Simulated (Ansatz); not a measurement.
Write a Python script for the Python package of Ansatz (0.2.0) that makes a comparison of functionals at one structure of CuI, space group F-43m. Settings (first run): BLYP, PAW, cutoff 517 eV, 6×6×6 k-points, Fermi-Dirac smearing of 0.02 eV. The script varies functional: blyp, lda, pbesol.

`cui.cif`
```cif
data_CuI
_cell_length_a 4.287188
_cell_length_b 4.287188
_cell_length_c 4.287188
_cell_angle_alpha 60.00000
_cell_angle_beta 60.00000
_cell_angle_gamma 60.00000
_symmetry_space_group_name_H-M 'P 1'
_symmetry_Int_Tables_number 1
loop_
_symmetry_equiv_pos_as_xyz
'x, y, z'
loop_
_atom_site_label
_atom_site_type_symbol
_atom_site_fract_x
_atom_site_fract_y
_atom_site_fract_z
Cu1 Cu    0.250000    0.250000    0.250000
I2 I    0.000000    0.000000    0.000000
```

The script, `xc_cui.py`:
```python
import csv

import ansatz as az
from ase.io import read

atoms = read("cui.cif")
crystal = az.Crystal.from_ase(atoms)

calculation = (
    crystal.calculation()
    .basis(38 * az.Ry)
    .kpoints(mesh=(6, 6, 6), center="gamma")
    .occupations("fermi_dirac", width=20 * az.meV)
    .scf(max_iterations=90)
    .forces()
    .stress()
)

rows = []
for value in ["blyp", "lda", "pbesol"]:
    summary = calculation.functional(value).run(threads=1, pin="off").report
    rows.append((value, summary["free_energy_ev"] / len(summary["lattice"]["sites"]), summary["n_iterations"], sum(summary["stress_gpa"][i][i] for i in range(3)) / 3, max(abs(f) for row in summary["forces_ev_ang"] for f in row), summary["n_kpoints"]))

with open("xc.csv", "w", newline="") as handle:
    writer = csv.writer(handle)
    writer.writerow(["functional", "F/atom (eV)", "iterations", "P (GPa)", "max component (eV/A)", "k-points"])
    writer.writerows([round(v, 5) if isinstance(v, float) else v for v in row] for row in rows)
print(open("xc.csv").read())
```

Running `python xc_cui.py` prints:
```text
functional,F/atom (eV),iterations,P (GPa),max component (eV/A),k-points
blyp,-7082.64623,7,3.5394,0.0,16
lda,-6955.85905,6,-4.40593,0.0,16
pbesol,-7010.63114,6,-2.57679,0.0,16
```

From lowest to highest: LDA (-4.4 GPa), PBEsol (-2.6 GPa) and BLYP (3.5 GPa). At a fixed cell a lower pressure usually means a smaller equilibrium volume, so LDA prefers the smallest cell and BLYP the largest.

Forces vanish by symmetry here and test nothing. Of the deposited cell: the entry's cell lengths or inner coordinates differ somewhat from later room-temperature determinations. Pressure is positive in compression. Without a Hubbard U or exact exchange, semilocal functionals often make such 3d compounds metallic or too weakly gapped. The structure is a deposited one; some such entries were measured under pressure or heat, so a shift against it needn't be the functional's error alone. Total energies of different functionals can't be compared; pressures, moments and gaps at this one structure can. Timing: 8.3 s on 1 thread of Arm Neoverse V2, with other jobs on the host, peak memory 0.45 GiB.
